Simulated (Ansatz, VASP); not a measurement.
**Two plane-wave programs on C**

```xyz
2
Lattice="1.3229 0.7637 2.8844 -1.3229 0.7637 2.8844 0.0000 -1.5275 2.8844" Properties=species:S:1:pos:R:3 pbc="T T T"
C     0.0000    0.0000    1.4191
C     0.0000    0.0000    7.2340
```

Alike in both runs: task single point; functional PBE; dispersion D3(BJ); k mesh 15 × 15 × 15; occupations gaussian, width 0.05 eV; no spin polarisation.

```csv
,VASP,Ansatz
version,VASP 6.6.1,Ansatz 0.2.0
potentials or method,"VASP PAW PBE potentials, release 64 (C)","scalar-relativistic, plane waves, PAW"
plane-wave cutoff (eV),520,420
valence electrons in the cell,8,8
```

VASP gave:

```
gap on the k mesh at the Fermi level (eV) : 0.03
least direct gap on the mesh (eV)         : 0.03
rms of the force components (eV/Å)        : 0.288
```

Task: Estimate Ansatz's values.

Result: gap on the k mesh at the Fermi level (eV): 0.03; least direct gap on the mesh (eV): 0.03; rms of the force components (eV/Å): 0.290.

Atom by atom the forces differ by 0.001 eV/Å (rms over components).

Caveats: an odd mesh through Γ misses points on the zone boundary, where band edges often lie. As with any semilocal functional, this PBE gap is likely too small.
